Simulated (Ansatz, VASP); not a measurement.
**One calculation of ZnS, two programs**

Contents of INCAR:

```
SYSTEM = ZnS
PREC = Accurate
ENCUT = 520
EDIFF = 1E-8
ISMEAR = -1
SIGMA = 0.01
LREAL = .False.
LASPH = .True.
NELM = 80
ALGO = Normal
ISIF = 2
LWAVE = .False.
LCHARG = .False.
GGA = PE
LEFG = .True.
NBANDS = 16
```

The input KPOINTS:

```
Automatic mesh
0
Gamma
  8 8 8
  0 0 0
```

POSCAR

```
ZnS
1.0
    0.0000000000      2.7225621114      2.7225621114
    2.7225621114      0.0000000000      2.7225621114
    2.7225621114      2.7225621114      0.0000000000
Zn S
1 1
Direct
    0.0000000000      0.0000000000      0.0000000000
    0.7500000000      0.7500000000      0.7500000000
```

Input for Ansatz:

```yaml
crystal:
  lattice:
    - [0.0, 2.7225621114, 2.7225621114]
    - [2.7225621114, 0.0, 2.7225621114]
    - [2.7225621114, 2.7225621114, 0.0]
  atoms:
    - { symbol: Zn, position: [0.0, 0.0, 0.0] }
    - { symbol: S, position: [0.75, 0.75, 0.75] }
kpoints:
  mp_grid: { grid: [8, 8, 8] }
scf:
  occupations: { method: fermi_dirac, width: 0.01 }
hamiltonian:
  xc: pbe
  pseudopotentials: { kind: all_electron, datasets: crystal }
output:
  forces: true
  stress: true
  eigenvalues: true
  efg: { contact_densities: true }
```

Change from the starting cell: volume scaled by 1.02, crystal datasets.

Alike in both runs: task electric field gradients; functional PBE; k mesh 8 × 8 × 8; occupations fermi-dirac, width 0.01 eV; no spin polarisation.

```csv
,VASP,Ansatz
version,VASP 6.6.1,Ansatz 0.2.0
potentials or method,"VASP PAW PBE potentials, release 64 (Zn, S)","all-electron PAW with datasets made for the crystal, scalar-relativistic"
plane-wave cutoff (eV),520,see its input
```

```csv
,VASP,Ansatz,Ansatz less VASP
gap on the k mesh at the Fermi level (eV),2.02,2.01,-0.001
pressure (GPa),0.1,0.0,-0.15
Vzz of the field gradient on the site that differs most (V/Å²),0.0,0.0,-0.01
```

Ansatz ran all-electron here, so the differences hold the error of VASP's frozen core and of both bases.
